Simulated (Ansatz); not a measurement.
The calculation used DFT PBE, scalar-relativistic, plane waves, PAW in Ansatz 0.2.0. Settings: cutoff 420 eV, Γ-centred meshes spaced at most about 0.3 Å⁻¹, and about 0.25 Å⁻¹ or finer for metals (2π included), Gaussian smearing. No spin polarisation.

These are static total energies at zero pressure.

Question: Order these relaxed structures of Zr5N2 by energy, lowest first, with the energy over the lowest of them.
A.

```xyz
7
Lattice="1.6325 0.9425 13.2493 -1.6325 0.9425 13.2493 0.0000 -1.8850 13.2493" Properties=species:S:1:pos:R:3 pbc="T T T"
Zr    0.0000    0.0000   23.7869
Zr    0.0000    0.0000    8.0247
Zr    0.0000    0.0000   15.9611
Zr    0.0000    0.0000   31.7233
Zr    0.0000    0.0000    0.0000
N     0.0000    0.0000   35.7657
N     0.0000    0.0000    3.9823
```

B.

```xyz
7
Lattice="3.2735 0.0000 0.0000 -1.6367 2.8349 0.0000 0.0000 0.0000 13.2067" Properties=species:S:1:pos:R:3 pbc="T T T"
Zr    1.6367    0.9450   10.5212
Zr    0.0000    1.8899    7.9953
Zr    0.0000    1.8899    2.6855
Zr    1.6367    0.9450    5.2114
Zr    0.0000    0.0000    0.0000
N     0.0000    0.0000    9.2157
N     0.0000    0.0000    3.9909
```

C.

```xyz
7
Lattice="3.2357 0.0000 0.0000 -1.6179 2.8022 0.0000 0.0000 0.0000 13.2150" Properties=species:S:1:pos:R:3 pbc="T T T"
Zr    0.0000    0.0000    0.0000
Zr    1.6179    0.9341   10.5763
Zr    0.0000    1.8681    2.6387
Zr    0.0000    1.8681    7.8920
Zr    1.6179    0.9341    5.3229
N     0.0000    1.8681   11.9035
N     1.6179    0.9341    1.3114
```

Answer: B (0 meV/atom), A (12 meV/atom), C (26 meV/atom). Forms: B P-3m1; A R-3m; C P-3m1. Counting Zr atoms around N (those within 1.25 times the shortest such distance or 1.15 times the sum of covalent radii, 1.27 where that leaves under three): B has N 6; A has N 6; C has N 6. All come from invented guesses.

The k mesh leaves some 4 meV/atom of noise in the energy of each metallic cell. Cells relaxed within their symmetry can be saddle points. Some types were kept out of the candidates beforehand, so the set may lack a known form.
